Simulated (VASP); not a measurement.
Write the native input for VASP 6.6.1 that does the following.

```
Task                               : band structure
Functional                         : HSE06
Potentials or basis                : VASP PAW PBE potentials, release 64 (Al, As)
Cutoff                             : 520 eV
k mesh                             : 4 × 4 × 4
Occupations                        : gaussian, width 0.03 eV
Spin                               : spin-orbit coupling, no magnetisation
Grid for exact exchange (PRECFOCK) : Fast
Screening parameter                : 0.2 1/A
Further INCAR settings             : ALGO = Normal; EDIFF = 1e-07; NBANDS = 22
```

The system is AlAs.

```
CELL_PARAMETERS angstrom
0.00000 2.84088 2.84088
2.84088 0.00000 2.84088
2.84088 2.84088 0.00000
ATOMIC_POSITIONS crystal
Al 0.00000 0.00000 0.00000
As 0.25000 0.25000 0.25000
```

These files were run (other wordings do the same):

POSCAR

```
AlAs                                    
1.0
    0.0000000000      2.8408844734      2.8408844734
    2.8408844734      0.0000000000      2.8408844734
    2.8408844734      2.8408844734      0.0000000000
  Al              As            
     1     1
Direct
     0.0000000000000000    0.0000000000000000    0.0000000000000000
     0.2500000000000000    0.2500000000000000    0.2500000000000000
```

INCAR.step1

```
PREC = Accurate
ENCUT = 520
EDIFF = 1E-5
ISMEAR = 0
SIGMA = 0.03
LREAL = False
LASPH = True
NELM = 80
ALGO = Normal
ISIF = 2
LWAVE = True
LCHARG = False
MAGMOM = 0 0 0 0 0 0
LORBIT = 11
LSORBIT = True
GGA_COMPAT = False
NBANDS = 22
KPAR = 8
GGA = PE
```

INCAR.step2

```
PREC = Accurate
ENCUT = 520
EDIFF = 1E-7
ISMEAR = 0
SIGMA = 0.03
LREAL = False
LASPH = True
NELM = 80
ALGO = Normal
ISIF = 2
LWAVE = False
LCHARG = False
MAGMOM = 0 0 0 0 0 0
LORBIT = 11
LSORBIT = True
GGA_COMPAT = False
GGA = PE
LHFCALC = True
HFSCREEN = 0.2
PRECFOCK = Fast
NBANDS = 22
KPAR = 8
ISTART = 1
```

KPOINTS

```
regular mesh
0
Gamma
  4 4 4
```

KPOINTS_OPT

```
explicit points
9
Reciprocal
 0.0000000000  0.0000000000  0.0000000000 1
 0.3750000000  0.3750000000  0.7500000000 1
 0.5000000000  0.5000000000  0.5000000000 1
 0.6250000000  0.2500000000  0.6250000000 1
 0.5000000000  0.2500000000  0.7500000000 1
 0.5000000000  0.0000000000  0.5000000000 1
 0.4000000000  0.0000000000  0.4000000000 1
 0.4250000000  0.0000000000  0.4250000000 1
 0.4500000000  0.0000000000  0.4500000000 1
```

Potentials or basis: VASP PAW PBE potentials, release 64 (Al, As).

Command:

```console
$ cat potpaw_PBE.64/Al/POTCAR potpaw_PBE.64/As/POTCAR > POTCAR
$ cp INCAR.step1 INCAR
$ mpirun -np 8 vasp_ncl > vasp.out
$ cp INCAR.step2 INCAR
$ mpirun -np 8 vasp_ncl > vasp.out
```

Results of the run:

```json
{
  "Pressure": "0.1 GPa",
  "Valence electrons inside the program's atomic spheres": "Al 0.83; As 2.96"
}
```

Caveat: the k mesh is coarse (spacing up to 0.48 Å⁻¹), so the values aren't converged, least of all with exact exchange; the PAW data sets were made with another functional, which shifts forces and pressure a little.

Run time: 4.4 min on 8 MPI ranks on Intel(R) Xeon(R) Platinum 8559C (Emerald Rapids), on a shared host, peak memory 0.36 GiB a rank.
